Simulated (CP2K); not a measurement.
The system is ZnS (Wurtzite-2H).

```
Zn S
1.0
     3.81100    0.00000    0.00000
    -1.90550    3.30042    0.00000
     0.00000    0.00000    6.23400
Zn S
2 2
Direct
  0.66667 0.33333 0.50000
  0.33333 0.66667 0.00000
  0.66667 0.33333 0.88500
  0.33333 0.66667 0.38500
```

Base run:

| Quantity | Value |
| --- | --- |
| Program | CP2K 2026.2 |
| Functional | PBE |
| Potentials or basis | POTENTIAL_UZH Zn GTH-PBE-q12, S GTH-PBE-q6; DZVP-MOLOPT-PBE-GTH basis |
| Density cutoff | 6123 eV |
| k mesh | 8 × 8 × 5 |
| Occupations | fermi-dirac, width 0.05 eV |
| Spin | no spin polarisation |

Its results: band gap on the k mesh 2.20 eV, direct; pressure 2.9 GPa.

Task: After a change of settings the same cell gave: band gap on the k mesh 2.37 eV, direct; pressure 3.5 GPa. Which change was it?
A. potentials or basis from POTENTIAL_UZH Zn GTH-PBE-q12, S GTH-PBE-q6; DZVP-MOLOPT-PBE-GTH basis to POTENTIAL_UZH Zn GTH-PBE-q12, S GTH-PBE-q6; TZV2P-MOLOPT-PBE-GTH basis; basis sets from Zn DZVP-MOLOPT-PBE-GTH-q12, S DZVP-MOLOPT-PBE-GTH-q6 to Zn TZV2P-MOLOPT-PBE-GTH-q12, S TZV2P-MOLOPT-PBE-GTH-q6
B. potentials or basis from POTENTIAL_UZH Zn GTH-PBE-q12, S GTH-PBE-q6; DZVP-MOLOPT-PBE-GTH basis to POTENTIAL_UZH Zn GTH-PBE-q12, S GTH-PBE-q6; TZVP-MOLOPT-PBE-GTH basis; basis sets from Zn DZVP-MOLOPT-PBE-GTH-q12, S DZVP-MOLOPT-PBE-GTH-q6 to Zn TZVP-MOLOPT-PBE-GTH-q12, S TZVP-MOLOPT-PBE-GTH-q6
C. potentials or basis from POTENTIAL_UZH Zn GTH-PBE-q12, S GTH-PBE-q6; DZVP-MOLOPT-PBE-GTH basis to POTENTIAL_UZH Zn GTH-PBE-q12, S GTH-PBE-q6; ccGRB-D basis; basis sets from Zn DZVP-MOLOPT-PBE-GTH-q12, S DZVP-MOLOPT-PBE-GTH-q6 to Zn ccGRB-D-q12, S ccGRB-D-q6

Result: C.

Caveats: the basis of atomic orbitals isn't converged, which shifts pressures, moduli and gaps.
